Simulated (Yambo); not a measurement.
# AlN (F-43m) in Yambo: further runs

Runs on AlN. Level: PBEsol. Tasks: optical spectrum.

Program: Yambo 5.3.0. These are calculated values, not measurements. Logs are shortened: lines on timing, memory, paths and dates and some standing lists are left out, and cuts for length are marked.

**1. Starting point**

It takes space group F-43m (No. 216, cubic). Conventional cell: a = 4.368 Å, b = 4.368 Å, c = 4.368 Å, α = 90.00°, β = 90.00°, γ = 90.00°. Al (site symmetry -43m) has 4 N at 1.89 Å as nearest neighbours. Around N (site symmetry -43m) lie 4 Al at 1.89 Å.

Measurements of this composition are mostly on another form, of space group No. 186.

**2. Optical spectrum, PBEsol**

optics2.in

```
optics
chi
tddft
Chimod= "ALDA"
% BndsRnXd
 1 | 29 |
%
NGsBlkXd= 1 Ry
% LongDrXd
 0 | 0 | 1 |
%
% QpntsRXd
 1 | 1 |
%
% EnRngeXd
 0 | 30 | eV
%
% DmRngeXd
 0.05 | 0.05 | eV
%
ETStpsXd= 300
FxcGRLc= 1 Ry
VXCRLvcs= 1 Ry
```

scf.in

```
&CONTROL
  calculation = 'scf'
  prefix = 'pwscf'
  outdir = './tmp'
  pseudo_dir = './pseudo'
/
&SYSTEM
  ibrav = 0
  nat = 2
  ntyp = 2
  ecutwfc = 84
  nbnd = 9
  occupations = 'smearing'
  smearing = 'fd'
  degauss = 0.00367493
  force_symmorphic = .true.
/
&ELECTRONS
  conv_thr = 4d-10
  electron_maxstep = 120
  mixing_beta = 0.5
/
ATOMIC_SPECIES
Al    26.9815 Al.upf
N     14.0070 N.upf
CELL_PARAMETERS angstrom
   0.0000000000    2.1839935596    2.1839935596
   2.1839935596    0.0000000000    2.1839935596
   2.1839935596    2.1839935596    0.0000000000
ATOMIC_POSITIONS crystal
Al     0.0000000000    0.0000000000    0.0000000000
N      0.2500000000    0.2500000000    0.2500000000
K_POINTS automatic
18 18 18 0 0 0
```

nscf.in

```
&CONTROL
  calculation = 'nscf'
  prefix = 'pwscf'
  outdir = './tmp'
  pseudo_dir = './pseudo'
/
&SYSTEM
  ibrav = 0
  nat = 2
  ntyp = 2
  ecutwfc = 84
  nbnd = 29
  occupations = 'fixed'
  force_symmorphic = .true.
/
&ELECTRONS
  conv_thr = 1d-08
  diago_full_acc = .true.
  diago_thr_init = 1d-06
/
ATOMIC_SPECIES
Al    26.9815 Al.upf
N     14.0070 N.upf
CELL_PARAMETERS angstrom
   0.0000000000    2.1839935596    2.1839935596
   2.1839935596    0.0000000000    2.1839935596
   2.1839935596    2.1839935596    0.0000000000
ATOMIC_POSITIONS crystal
Al     0.0000000000    0.0000000000    0.0000000000
N      0.2500000000    0.2500000000    0.2500000000
K_POINTS automatic
18 18 18 0 0 0
```

Potentials or basis: PseudoDojo 0.4.1 SR PBEsol standard.

Started as:

```bash
> OMP_NUM_THREADS=1 pw.x -in scf.in > scf.out
> OMP_NUM_THREADS=1 pw.x -in nscf.in > nscf.out
> cd tmp/pwscf.save; p2y; mv SAVE ../..; cd ../..
> OMP_NUM_THREADS=1 yambo
> OMP_NUM_THREADS=1 yambo -F optics2.in -J optics2 -C optics2_out
```

Yambo's report:

```text
[... sections 02.01 to 02.04 as in the set-up run ...]

[... 5 lines left out ...]
  [X] Bosonic    Temperature                        :  0.000000  0.000000 [eV K]
  [X] Finite Temperature mode                       : no
  [X] El. density                                   :  0.38398E+24 [cm-3]
  [X] Fermi Level                                   :  6.862773 [eV]

  [X] === Gaps and Widths ===
  [X] Conduction Band Min                           :  3.188326 [eV]
  [X] Valence Band Max                              :  0.000000 [eV]
  [X] Filled Bands                                  :   4
  [X] Empty Bands                                   :   5  29
  [X] Direct Gap                                    :  4.118446 [eV]
  [X] Direct Gap localized at k                     :  1
  [X] Indirect Gap                                  :  3.188326 [eV]
  [X] Indirect Gap between kpts                     :    1   91
  [X] Last valence band width                       :  2.723890 [eV]
  [X] 1st conduction band width                     :  4.693046 [eV]

 [03] Transferred momenta grid and indexing
 ==========================================

 IBZ Q-points                                      :  195
 BZ  Q-points                                      :   5832

 K/Q-points units:
 rlu = crystal or reduced units; cc = cartesian coordinates; iku = interal k-units

 Q [  1]        [rlu]:  0.000000  0.000000  0.000000
 Q [  2]        [rlu]: -0.11396E-17 -0.11396E-17  0.55556E-01
 Q [  3]        [rlu]:  0.24828E-17  0.24828E-17  0.11111
 Q [  4]        [rlu]:  0.37242E-17  0.37242E-17  0.16667
 Q [  5]        [rlu]: -0.45586E-17 -0.45586E-17  0.22222
 Q [  6]        [rlu]:  0.26702E-17  0.26702E-17  0.27778
[... 42 lines left out ...]
 Q [ 49]        [rlu]:  0.16156E-16  0.16667      0.50000
 Q [ 50]        [rlu]: -0.59438E-18  0.16667     -0.44444

 Remaining 145 points informations can be written running with -fatlog

 [04] Dipoles
 ============

  [04.01] Setup: observables and procedures
  =========================================

  [WF-Oscillators/G space/Transverse up loader] Normalization (few states)  min/max  :  0.43492E-16   1.0000

  [WR./optics2//ndb.dipoles]------------------------------------------------------
   Brillouin Zone Q/K grids (IBZ/BZ)                :    195   5832    195   5832
   RL vectors                                       :  2421 [WF]
   Fragmentation                                    : yes
   Electronic Temperature                           :  0.000000 [K]
   Bosonic    Temperature                           :  0.000000 [K]
   DIP band range                                   :   1  29
   DIP band range limits                            :   4   5
   DIP e/h energy range                             : -1.000000 -1.000000 [eV]
   RL vectors in the sum                            :  2421
   [r,Vnl] included                                 : yes
   Bands ordered                                    : yes
   Direct v evaluation                              : no
   Approach used                                    : G-space v
   Dipoles computed                                 : R V P [G-space]
   Wavefunctions                                    : Perdew, Burke & Ernzerhof SOL(X)+Perdew, Burke & Ernzerhof SOL(C)

  [WARNING] [r,Vnl^pseudo] included in position and velocity dipoles.

  [WARNING] In case H contains other non local terms, these are neglected

 [05] Optics
 ===========

 [xc] Functional : Perdew, Burke & Ernzerhof SOL(X)+Perdew, Burke & Ernzerhof SOL(C)
 [xc] LIBXC used to calculate xc functional
  PP Number of Atomic Species                      :  2
  NLCC RL compoments                               :  14553
 [X-CG] R(p) Tot o/o(of R):    17095   583200      100
```

It took 2.3 min on 1 thread of Arm Neoverse V2, shared host; peak memory 1 GiB.

What came out:

```yaml
Band_gap_on_the_k_mesh_mean-field_level: 3.19 eV, indirect (least direct gap 4.12 eV)
Absorption_peak: 7.12 eV
Electronic_dielectric_constant_along_the_field: 4.61
Electronic_dielectric_constant_along_the_field_independent_particles: 4.79
Peak_of_the_energy-loss_function: 21.5 eV
```

Dielectric function (along the field direction of the input):
```csv
energy (eV),real part,imaginary part
0.30,4.62,0.02
0.80,4.65,0.02
1.30,4.71,0.02
1.81,4.81,0.03
2.31,4.95,0.03
2.81,5.15,0.04
3.31,5.44,0.05
3.81,5.91,0.07
4.31,6.99,0.51
4.82,7.44,0.96
5.32,8.45,2.37
5.82,8.05,3.29
6.32,8.60,5.48
6.82,6.76,5.26
7.32,2.77,5.85
7.83,2.64,7.10
8.33,0.18,4.61
8.83,2.11,2.58
9.33,2.33,4.83
9.83,2.08,4.18
10.33,2.06,3.54
10.84,2.05,5.03
11.34,-0.14,5.45
11.84,0.81,4.72
12.34,1.21,4.86
12.84,-1.85,5.35
13.34,-1.65,4.44
13.85,-1.59,3.06
14.35,-1.29,2.72
14.85,-2.28,1.86
15.35,-1.67,1.92
15.85,-1.35,1.32
16.35,-1.26,1.29
16.86,-1.01,0.76
17.36,-0.62,0.87
17.86,-0.84,0.68
18.36,-0.43,0.53
18.86,-0.36,0.44
19.36,-0.19,0.42
19.97,-0.14,0.42
```

Energy-loss function:
```
energy (eV)   loss
        0.0  0.001
        1.3  0.001
        2.6  0.001
        3.9  0.002
        5.2  0.022
        6.5  0.077
        7.8  0.124
        9.1  0.140
       10.4  0.174
       11.7  0.199
       13.0  0.154
       14.3  0.300
       15.7  0.343
       17.0  0.634
       18.3  0.775
       19.6  1.580
       20.9  2.321
       22.2  2.864
       23.5  1.410
       24.8  1.448
       26.1  1.479
       27.4  0.672
       28.7  0.506
       30.0  0.567
```

Caveat: the LDA kernel is used on GGA states, which is inconsistent by a few percent; these spectra lack excitons.

**3. Optical spectrum, PBEsol**

optics3.in

```
optics
chi
Chimod= "IP"
% BndsRnXd
 1 | 29 |
%
% LongDrXd
 1 | 1 | 1 |
%
% QpntsRXd
 1 | 1 |
%
% EnRngeXd
 0 | 10 | eV
%
% DmRngeXd
 0.1 | 0.1 | eV
%
ETStpsXd= 300
```

scf.in is that of step 2.

nscf.in is that of step 2.

Potentials or basis: PseudoDojo 0.4.1 SR PBEsol standard.

Started as:

```bash
> OMP_NUM_THREADS=1 pw.x -in scf.in > scf.out
> OMP_NUM_THREADS=1 pw.x -in nscf.in > nscf.out
> cd tmp/pwscf.save; p2y; mv SAVE ../..; cd ../..
> OMP_NUM_THREADS=1 yambo
> OMP_NUM_THREADS=1 yambo -F optics3.in -J optics3 -C optics3_out
```

Yambo's report:

```text
[... sections 02.01 to 02.04 as in the set-up run ...]

[... 5 lines left out ...]
  [X] Bosonic    Temperature                        :  0.000000  0.000000 [eV K]
  [X] Finite Temperature mode                       : no
  [X] El. density                                   :  0.38398E+24 [cm-3]
  [X] Fermi Level                                   :  6.862773 [eV]

  [X] === Gaps and Widths ===
  [X] Conduction Band Min                           :  3.188326 [eV]
  [X] Valence Band Max                              :  0.000000 [eV]
  [X] Filled Bands                                  :   4
  [X] Empty Bands                                   :   5  29
  [X] Direct Gap                                    :  4.118446 [eV]
  [X] Direct Gap localized at k                     :  1
  [X] Indirect Gap                                  :  3.188326 [eV]
  [X] Indirect Gap between kpts                     :    1   91
  [X] Last valence band width                       :  2.723890 [eV]
  [X] 1st conduction band width                     :  4.693046 [eV]

 [03] Transferred momenta grid and indexing
 ==========================================

 IBZ Q-points                                      :  195
 BZ  Q-points                                      :   5832

 K/Q-points units:
 rlu = crystal or reduced units; cc = cartesian coordinates; iku = interal k-units

 Q [  1]        [rlu]:  0.000000  0.000000  0.000000
 Q [  2]        [rlu]: -0.11396E-17 -0.11396E-17  0.55556E-01
 Q [  3]        [rlu]:  0.24828E-17  0.24828E-17  0.11111
 Q [  4]        [rlu]:  0.37242E-17  0.37242E-17  0.16667
 Q [  5]        [rlu]: -0.45586E-17 -0.45586E-17  0.22222
 Q [  6]        [rlu]:  0.26702E-17  0.26702E-17  0.27778
[... 42 lines left out ...]
 Q [ 49]        [rlu]:  0.16156E-16  0.16667      0.50000
 Q [ 50]        [rlu]: -0.59438E-18  0.16667     -0.44444

 Remaining 145 points informations can be written running with -fatlog

 [04] Dipoles
 ============

  [04.01] Setup: observables and procedures
  =========================================

  [WF-Oscillators/G space/Transverse up loader] Normalization (few states)  min/max  :  0.43492E-16   1.0000

  [WR./optics3//ndb.dipoles]------------------------------------------------------
   Brillouin Zone Q/K grids (IBZ/BZ)                :    195   5832    195   5832
   RL vectors                                       :  2421 [WF]
   Fragmentation                                    : yes
   Electronic Temperature                           :  0.000000 [K]
   Bosonic    Temperature                           :  0.000000 [K]
   DIP band range                                   :   1  29
   DIP band range limits                            :   4   5
   DIP e/h energy range                             : -1.000000 -1.000000 [eV]
   RL vectors in the sum                            :  2421
   [r,Vnl] included                                 : yes
   Bands ordered                                    : yes
   Direct v evaluation                              : no
   Approach used                                    : G-space v
   Dipoles computed                                 : R V P [G-space]
   Wavefunctions                                    : Perdew, Burke & Ernzerhof SOL(X)+Perdew, Burke & Ernzerhof SOL(C)

  [WARNING] [r,Vnl^pseudo] included in position and velocity dipoles.

  [WARNING] In case H contains other non local terms, these are neglected

 [05] Optics
 ===========

 [X-CG] R(p) Tot o/o(of R):    17095   583200      100
```

It took 2.2 min on 1 thread of Arm Neoverse V2, shared host; peak memory 0.32 GiB.

What came out:

* Band gap on the k mesh, mean-field level: 3.19 eV, indirect (least direct gap 4.12 eV)
* Absorption peak: 7.96 eV
* Electronic dielectric constant along the field: 4.79

Dielectric function (along the field direction of the input):
```
energy (eV)  real part  imaginary part
       0.27       4.80            0.04
       0.60       4.81            0.05
       0.94       4.84            0.05
       1.27       4.89            0.05
       1.61       4.95            0.05
       1.94       5.03            0.06
       2.27       5.14            0.06
       2.61       5.27            0.07
       2.94       5.43            0.08
       3.28       5.64            0.09
       3.61       5.92            0.12
       3.95       6.34            0.19
       4.28       6.94            0.50
       4.62       7.25            0.86
       4.95       7.90            1.77
       5.28       8.44            2.29
       5.62       7.40            3.56
       5.95       7.33            4.67
       6.29       8.07            5.12
       6.62       6.23            5.93
       6.96       6.41            7.40
       7.29       3.77            7.21
       7.63       3.08            7.67
       7.96       1.40            8.30
       8.29       0.06            5.11
       8.63       0.74            3.39
       8.96       2.33            3.33
       9.30       2.62            4.86
       9.63       2.81            5.02
      10.00       1.38            4.62
```

Caveat: independent-particle spectra lack excitons. A k mesh can miss the band edges.

**4. Optical spectrum, PBEsol**

optics4.in

```
optics
chi
Chimod= "HARTREE"
% BndsRnXd
 1 | 29 |
%
NGsBlkXd= 2 Ry
% LongDrXd
 1 | 1 | 0 |
%
% QpntsRXd
 1 | 1 |
%
% EnRngeXd
 0 | 10 | eV
%
% DmRngeXd
 0.3 | 0.3 | eV
%
ETStpsXd= 300
```

scf.in is that of step 3.

nscf.in is that of step 3.

Potentials or basis: PseudoDojo 0.4.1 SR PBEsol standard.

Started as:

```bash
> OMP_NUM_THREADS=1 pw.x -in scf.in > scf.out
> OMP_NUM_THREADS=1 pw.x -in nscf.in > nscf.out
> cd tmp/pwscf.save; p2y; mv SAVE ../..; cd ../..
> OMP_NUM_THREADS=1 yambo
> OMP_NUM_THREADS=1 yambo -F optics4.in -J optics4 -C optics4_out
```

Yambo's report:

```text
[... sections 02.01 to 02.04 as in the set-up run ...]

[... 5 lines left out ...]
  [X] Bosonic    Temperature                        :  0.000000  0.000000 [eV K]
  [X] Finite Temperature mode                       : no
  [X] El. density                                   :  0.38398E+24 [cm-3]
  [X] Fermi Level                                   :  6.862773 [eV]

  [X] === Gaps and Widths ===
  [X] Conduction Band Min                           :  3.188326 [eV]
  [X] Valence Band Max                              :  0.000000 [eV]
  [X] Filled Bands                                  :   4
  [X] Empty Bands                                   :   5  29
  [X] Direct Gap                                    :  4.118446 [eV]
  [X] Direct Gap localized at k                     :  1
  [X] Indirect Gap                                  :  3.188326 [eV]
  [X] Indirect Gap between kpts                     :    1   91
  [X] Last valence band width                       :  2.723890 [eV]
  [X] 1st conduction band width                     :  4.693046 [eV]

 [03] Transferred momenta grid and indexing
 ==========================================

 IBZ Q-points                                      :  195
 BZ  Q-points                                      :   5832

 K/Q-points units:
 rlu = crystal or reduced units; cc = cartesian coordinates; iku = interal k-units

 Q [  1]        [rlu]:  0.000000  0.000000  0.000000
 Q [  2]        [rlu]: -0.11396E-17 -0.11396E-17  0.55556E-01
 Q [  3]        [rlu]:  0.24828E-17  0.24828E-17  0.11111
 Q [  4]        [rlu]:  0.37242E-17  0.37242E-17  0.16667
 Q [  5]        [rlu]: -0.45586E-17 -0.45586E-17  0.22222
 Q [  6]        [rlu]:  0.26702E-17  0.26702E-17  0.27778
[... 42 lines left out ...]
 Q [ 49]        [rlu]:  0.16156E-16  0.16667      0.50000
 Q [ 50]        [rlu]: -0.59438E-18  0.16667     -0.44444

 Remaining 145 points informations can be written running with -fatlog

 [04] Dipoles
 ============

  [04.01] Setup: observables and procedures
  =========================================

  [WF-Oscillators/G space/Transverse up loader] Normalization (few states)  min/max  :  0.43492E-16   1.0000

  [WR./optics4//ndb.dipoles]------------------------------------------------------
   Brillouin Zone Q/K grids (IBZ/BZ)                :    195   5832    195   5832
   RL vectors                                       :  2421 [WF]
   Fragmentation                                    : yes
   Electronic Temperature                           :  0.000000 [K]
   Bosonic    Temperature                           :  0.000000 [K]
   DIP band range                                   :   1  29
   DIP band range limits                            :   4   5
   DIP e/h energy range                             : -1.000000 -1.000000 [eV]
   RL vectors in the sum                            :  2421
   [r,Vnl] included                                 : yes
   Bands ordered                                    : yes
   Direct v evaluation                              : no
   Approach used                                    : G-space v
   Dipoles computed                                 : R V P [G-space]
   Wavefunctions                                    : Perdew, Burke & Ernzerhof SOL(X)+Perdew, Burke & Ernzerhof SOL(C)

  [WARNING] [r,Vnl^pseudo] included in position and velocity dipoles.

  [WARNING] In case H contains other non local terms, these are neglected

 [05] Optics
 ===========

 [X-CG] R(p) Tot o/o(of R):    17095   583200      100
```

o-optics4.eps_q1_inv_rpa_dyson:

```text
# Absorption @ Q(1):  0.707106781     0.707106781      0.00000000    [q->0 direction]
#
# [ X ] Hartree size                              :  15
# [GEN] GF Energies                               : Perdew, Burke & Ernzerhof SOL(X)+Perdew, Burke & Ernzerhof SOL(C)
# [GEN] Green`s Function                          : T-ordered
#
# [GEN] Gauge                                     : Length
# [GEN] [r,Vnl] included                          : yes
#
#    E[1] [eV]          Im(eps)            Re(eps)            Im(eps_o)          Re(eps_o)
#
        0.000000           0.120802           4.481885           0.134172           4.787227
        0.033445           0.120810           4.481945           0.134181           4.787292
        0.066890           0.120834           4.482126           0.134206           4.787487
        0.100334           0.120873           4.482427           0.134248           4.787813
        0.133779           0.120928           4.482849           0.134307           4.788269
        0.167224           0.120999           4.483392           0.134383           4.788855
[... 292 lines left out ...]
        9.966555           4.140591           1.604439           4.580808           1.893092
        10.00000           4.111607           1.567422           4.553251           1.881867
#
```

Wall time 2.4 min (1 thread of Arm Neoverse V2, shared host); peak memory 1 GiB.

Results:

| Quantity | Value |
| --- | --- |
| Band gap on the k mesh, mean-field level | 3.19 eV, indirect (least direct gap 4.12 eV) |
| Absorption peak | 7.59 eV |
| Electronic dielectric constant along the field | 4.48 |
| Electronic dielectric constant along the field, independent particles | 4.79 |

Dielectric function (along the field direction of the input):
| energy (eV) | real part | imaginary part |
| --- | --- | --- |
| 0.27 | 4.49 | 0.12 |
| 0.77 | 4.51 | 0.13 |
| 1.27 | 4.57 | 0.13 |
| 1.77 | 4.66 | 0.15 |
| 2.31 | 4.81 | 0.17 |
| 2.81 | 5.00 | 0.20 |
| 3.31 | 5.28 | 0.27 |
| 3.85 | 5.72 | 0.42 |
| 4.35 | 6.25 | 0.85 |
| 4.85 | 6.72 | 1.53 |
| 5.38 | 6.98 | 2.70 |
| 5.89 | 6.63 | 3.71 |
| 6.39 | 6.28 | 4.86 |
| 6.92 | 5.24 | 5.98 |
| 7.42 | 3.54 | 6.40 |
| 7.93 | 1.70 | 6.25 |
| 8.46 | 0.72 | 4.14 |
| 8.96 | 1.81 | 3.29 |
| 9.46 | 2.19 | 3.84 |
| 10.00 | 1.57 | 4.11 |

Caveat: these spectra lack excitons.

(Continued in part 2 of 2.)
